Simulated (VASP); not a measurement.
# C (Fd-3m) in VASP: further runs, part 2 of 3

VASP 6.6.1. The steps go on from the part before.

## (3) G0W0 quasiparticle levels, PBE

The input, POSCAR:

```
C
1.0
    0.0000000000      1.7833700000      1.7833700000
    1.7833700000      0.0000000000      1.7833700000
    1.7833700000      1.7833700000      0.0000000000
C
2
Direct
    0.7500000000      0.7500000000      0.7500000000
    0.5000000000      0.5000000000      0.5000000000
```

The input, INCAR.step1:

```
SYSTEM = C
ALGO = Normal ; EDIFF = 1E-8
ENCUT = 450 ; GGA = PE
ISMEAR = 0 ; LASPH = .TRUE.
LCHARG = .FALSE. ; LREAL = .FALSE.
LWAVE = .TRUE. ; NELM = 60
PREC = Accurate ; SIGMA = 0.01
```

The input, INCAR.step2:

```
SYSTEM = C
ALGO = Exact ; EDIFF = 1E-8
ENCUT = 450 ; GGA = PE
ISMEAR = 0 ; ISTART = 1
LASPH = .TRUE. ; LCHARG = .FALSE.
LOPTICS = .TRUE. ; LREAL = .FALSE.
LWAVE = .TRUE. ; NBANDS = 31
NELM = 1 ; PREC = Accurate
SIGMA = 0.01
```

The input, INCAR.step3:

```
SYSTEM = C
ALGO = EVGW0 ; EDIFF = 1E-8
ENCUT = 450 ; ENCUTGW = 150
GGA = PE ; ISMEAR = 0
ISTART = 1 ; LASPH = .TRUE.
LCHARG = .FALSE. ; LREAL = .FALSE.
LWAVE = .FALSE. ; NBANDS = 31
NBANDSGW = 12 ; NELMGW = 1
NOMEGA = 12 ; PREC = Accurate
PRECFOCK = Fast ; SIGMA = 0.01
```

The input, KPOINTS:

```
k-points
0
G
  3 3 3
  0 0 0
```

Potentials or basis: VASP PAW PBE potentials, release 64 (C_GW).

Command:

```sh
cat potpaw_PBE.64/C_GW/POTCAR > POTCAR
cp INCAR.step1 INCAR
mpirun -np 1 vasp_std > vasp.out
cp INCAR.step2 INCAR
mpirun -np 1 vasp_std > vasp.out
cp INCAR.step3 INCAR
mpirun -np 1 vasp_std > vasp.out
```

OUTCAR:

```text
SYSTEM = C
   EDIFF = 1E-8
   ENCUT = 450
   ENCUTGW = 150
   GGA = PE
   ISMEAR = 0
   ISTART = 1
   LASPH = .TRUE.
   LREAL = .FALSE.
   NELMGW = 1
   PREC = Accurate
   PRECFOCK = Fast

 Found      4 irreducible k-points:

 Following reciprocal coordinates:
            Coordinates               Weight
  0.000000  0.000000  0.000000      1.000000
  0.333333  0.000000  0.000000      8.000000
  0.333333  0.333333  0.000000      6.000000
 -0.333333  0.333333  0.000000     12.000000
   k-points           NKPTS =      4   k-points in BZ     NKDIM =     27   number of bands    NBANDS=     31
   number of dos      NEDOS =    301   number of ions     NIONS =      2
   total plane-waves  NPLWV =   5832
   dimension x,y,z NGX =    18 NGY =   18 NGZ =   18
   dimension x,y,z NGXF=    36 NGYF=   36 NGZF=   36
   ions per type =               2
   NGX,Y,Z   is equivalent  to a cutoff of  11.86, 11.86, 11.86 a.u.
   NGXF,Y,Z  is equivalent  to a cutoff of  23.73, 23.73, 23.73 a.u.
 SYSTEM =  C
   PREC   = accura    normal or accurate (medium, high low for compatibility)
   ISTART =      1    job   : 0-new  1-cont  2-samecut
   ICHARG =      0    charge: 1-file 2-atom 10-const
   ISPIN  =      1    spin polarized calculation?
   LNONCOLLINEAR =      F non collinear calculations
   LSORBIT =      F    spin-orbit coupling
   LASPH  =      T    aspherical Exc in radial PAW
   ENCUT  =  450.0 eV  33.07 Ry    5.75 a.u.   4.36  4.36  4.36*2*pi/ulx,y,z
   NELM   =     60;   NELMIN=  2; NELMDL=  0     # of ELM steps
   EDIFF  = 0.1E-07   stopping-criterion for ELM
   LREAL  =      F    real-space projection
   EDIFFG = 0.1E-06   stopping-criterion for IOM
   NSW    =      0    number of steps for IOM
   IBRION =     -1    ionic relax: 0-MD 1-quasi-New 2-CG
   NFREE  =      0    steps in history (QN), initial steepest desc. (CG)
   ISIF   =      0    stress and relaxation
   ISYM   =      3    0-nonsym 1-usesym 2-fastsym
   POTIM  = 0.5000    time-step for ionic-motion
   TEBEG  =    0.0;   TEEND  =   0.0 temperature during run
   PSTRESS=    0.0 pullay stress
   NELECT =       8.0000    total number of electrons
   NUPDOWN=      -1.0000    fix difference up-down
   EMIN   =  10.00;   EMAX   =-10.00  energy-range for DOS
   EFERMI =   0.00;   METHOD = LEGACY
   ISMEAR =     0;   SIGMA  =   0.01  broadening in eV -4-tet -1-fermi 0-gaus
   EFERMI_NEDOS =   21; number of points for ismear=-14 and -15
   IALGO  =     38    algorithm
   IMIX   =      4    mixing-type and parameters
     AMIX     =   0.40;   BMIX     =  1.00
     AMIX_MAG =   1.60;   BMIX_MAG =  1.00
  volume/ion in A,a.u.               =       5.67        38.28
  Fermi-wavevector in a.u.,A,eV,Ry     =   1.457203  2.753714 28.891161  2.123440
  Thomas-Fermi vector in A             =   2.574032
   LORBIT       =      0    0 simple, 1 ext, 2 COOP (PROOUT), +10 PAW based schemes
   GGA     = PE    functional components
   LHFCALC =     T    Hartree Fock is set to
   PRECFOCK=fast      Normal, Fast or Accurate (Low or Medium for compatibility)
   ENCUT4O =  -1.0   cutoff for four orbital integrals eV
   NKREDX  =     1    reduce k-point grid by
   NKREDY  =     1    reduce k-point grid by
   NKREDZ  =     1    reduce k-point grid by
   AEXX    =    1.0000 exact exchange contribution
   HFSCREEN=    0.0000 screening length (either q_TF or 0.3 A-1)
   HFSCREENC=   0.0000 screening length for correlation (either q_TF or 0.3 A-1)
   ENCUTFOCK=  -1.0 apply spherical cutoff to Coloumb kernel
   IVDW    =     0    specifies the selected vdW correction
   LEPSILON=     F    determine dielectric tensor
   LRPA    =     F    only Hartree local field effects (RPA)
   LRPAFORCE           =     F    calculate RPA forces
   ENCUTGW             = 150.0    cutoff for response function in eV
   ENCUTGWSOFT         = 120.0    soft cutoff for Coulomb kernel in GW response function in eV
   ENCUTLF             =  -1.0    cutoff for local field effects
   NELMGW              =     1    number of iterations in solving QP/BSE equation
   NELMHF              =     1    number of iterations in the inner HF iteration
   NKREDLFX            =     1    NKREDLFY  =   1   NKREDLFZ  =   1
 non-spin polarized calculation
 Gauss-broadening in eV      SIGMA  =   0.01
  energy-cutoff  :      450.00
  volume of cell :       11.34
 maximum number of plane-waves:       259
 NGX is ok and might be reduce to    18
  NGX = 10; NGY = 10; NGZ = 10
   NGX =  9   NGY =  9   NGZ =  9
 maximum number of plane-waves:        59

 QP shifts <psi_nk| G(iteration)W_0 |psi_nk>: iteration 1
 for sc-GW calculations column KS-energies equals QP-energies in previous step
 and V_xc(KS)=  KS-energies - (<T + V_ion + V_H > + <T+V_H+V_ion>^1  + <V_x>^1)

 k-point   1 :       0.0000    0.0000    0.0000
  band No.  KS-energies  QP-energies   sigma(KS)   V_xc(KS)     V^pw_x(r,r')   Z            occupation Imag(sigma)

      1     -11.6473     -13.1392     -16.7664     -14.7556     -25.3472       0.7420       2.0000       1.0567
      2       9.8679       9.9512     -16.7142     -16.8171     -19.9899       0.8086       2.0000      -0.3637
      3       9.8679       9.9512     -16.7142     -16.8171     -19.9899       0.8086       2.0000      -0.3637
      4       9.8679       9.9512     -16.7142     -16.8171     -19.9899       0.8086       2.0000      -0.3637
      5      15.4341      17.0776     -13.4406     -15.5106      -8.7983       0.7940       0.0000      -0.4912
      6      15.4341      17.0776     -13.4406     -15.5106      -8.7983       0.7940       0.0000      -0.4912
      7      15.4341      17.0776     -13.4406     -15.5106      -8.7983       0.7940       0.0000      -0.4912
      8      23.1878      24.6563     -14.4715     -16.3713      -7.5094       0.7730       0.0000      -0.1188
      9      29.1228      29.8132     -10.9304     -11.7768      -4.2105       0.8156       0.0000      -0.5818
     10      36.3294      37.7724     -12.0768     -13.8641      -5.7988       0.8074       0.0000      -0.4266
     11      36.3294      37.7724     -12.0768     -13.8641      -5.7988       0.8074       0.0000      -0.4266
     12      37.3230      38.3936     -10.1131     -11.4342      -3.1747       0.8104       0.0000      -1.2214

 k-point   2 :       0.3333    0.0000    0.0000
  band No.  KS-energies  QP-energies   sigma(KS)   V_xc(KS)     V^pw_x(r,r')   Z            occupation Imag(sigma)

      1      -8.6289      -9.9612     -16.7748     -15.0095     -24.6269       0.7547       2.0000       0.6149
      2       0.4696      -0.2264     -16.2512     -15.3535     -21.4005       0.7754       2.0000      -0.2611
      3       7.5428       7.4791     -16.5308     -16.4522     -20.2433       0.8102       2.0000      -0.4498
      4       7.5428       7.4791     -16.5308     -16.4522     -20.2433       0.8102       2.0000      -0.4498
      5      18.1214      19.8235     -13.3343     -15.4507      -8.1198       0.8042       0.0000      -0.5270
      6      18.1214      19.8235     -13.3343     -15.4507      -8.1198       0.8042       0.0000      -0.5270
      7      18.4168      19.7454     -13.9816     -15.6419      -8.5146       0.8002       0.0000      -0.2792
      8      25.1074      26.7239     -12.8881     -14.9668      -5.9266       0.7776       0.0000      -0.4879
      9      30.7909      31.8342     -11.6268     -12.9350      -4.4913       0.7975       0.0000      -0.5960
     10      33.0309      34.3261     -11.4440     -13.0677      -5.0454       0.7977       0.0000      -0.5477
     11      33.0309      34.3261     -11.4440     -13.0677      -5.0454       0.7977       0.0000      -0.5477
     12      35.1274      36.2991     -11.8043     -13.3115      -3.9894       0.7774       0.0000      -0.7618
[... 202 lines left out ...]
      1      -9.1421      -9.1469     -16.5964       7.4481     -24.3425       0.7660       2.0000       0.6478
      2       1.9910       1.9899     -16.8934      18.8831     -21.8302       0.7860       2.0000      -0.2914
      3       4.1958       4.1956     -16.2087      20.4042     -20.5574       0.8039       2.0000      -0.4835
      4       4.1958       4.1956     -16.2087      20.4042     -20.5574       0.8039       2.0000      -0.4835
      5      15.2479      15.2526     -12.9008      28.1546      -8.1934       0.8052       0.0000      -0.3726
      6      18.7947      18.8008     -11.8774      30.6797      -6.5909       0.8102       0.0000      -0.3474
      7      26.2981      26.3076     -14.2253      40.5356      -7.4123       0.7781       0.0000      -0.4688
      8      26.2981      26.3076     -14.2253      40.5356      -7.4123       0.7781       0.0000      -0.4688
      9      33.1579      33.1676     -13.5453      46.7159      -5.9042       0.7650       0.0000      -0.6449
     10      34.7926      34.8024     -12.2624      47.0674      -4.4506       0.7933       0.0000      -0.6347
     11      43.2328      43.2362     -12.1848      55.4217      -5.1706       0.8146       0.0000      -0.9375
     12      45.6220      45.6262     -11.3526      56.9799      -3.1983       0.7846       0.0000      -1.3303

 k-point   4 :      -0.3333    0.3333    0.0000
  band No. old QP-enery  QP-energies   sigma(KS)   T+V_ion+V_H  V^pw_x(r,r')   Z            occupation Imag(sigma)

      1      -5.4946      -5.4987     -16.9496      11.4496     -23.8906       0.7668       2.0000       0.2232
      2      -2.0588      -2.0615     -16.6405      14.5783     -22.6185       0.7766       2.0000      -0.1094
      3      -0.2359      -0.2366     -15.4279      15.1912     -20.4133       0.7768       2.0000      -0.2556
      4       4.8744       4.8742     -16.3148      21.1890     -20.5476       0.8055       2.0000      -0.4834
      5      17.5207      17.5260     -12.4806      30.0079      -7.4417       0.8091       0.0000      -0.3937
      6      25.0775      25.0863     -13.9584      39.0472      -7.3004       0.7788       0.0000      -0.4896
      7      25.5577      25.5671     -13.6297      39.1994      -6.9698       0.7811       0.0000      -0.4799
      8      27.1359      27.1465     -13.9826      41.1324      -6.8366       0.7676       0.0000      -0.4255
      9      28.3488      28.3554     -12.1929      40.5498      -6.2290       0.8102       0.0000      -0.4675
     10      34.9728      34.9771     -11.4613      46.4394      -5.2095       0.8191       0.0000      -0.4886
     11      36.7479      36.7585     -13.1125      49.8742      -4.6899       0.7689       0.0000      -0.8177
     12      44.6128      44.6177     -11.0219      55.6406      -3.2034       0.8141       0.0000      -1.3229
```

It used 4.2 s of CPU time on 1 thread of Intel(R) Xeon(R) 6975P-C (Granite Rapids), on a shared host, which was overloaded at the time.

These settings aren't checked as converged: the numbers below hold their error.

Results:

* Band gap on the k mesh, mean-field level: 4.11 eV, indirect (least direct gap 5.57 eV)
* Quasiparticle gap: 5.10 eV

Caveat: the k mesh is coarse (spacing up to 1.02 Å⁻¹), so the values aren't converged; bands, screening cutoff and mesh are small and nothing is extrapolated, so the quasiparticle values aren't converged; the log holds further tables after the one-shot step; the gap given is that of the first; an odd mesh through Γ misses points on the zone boundary, where band edges often lie.

(Continued in part 3 of 3.)
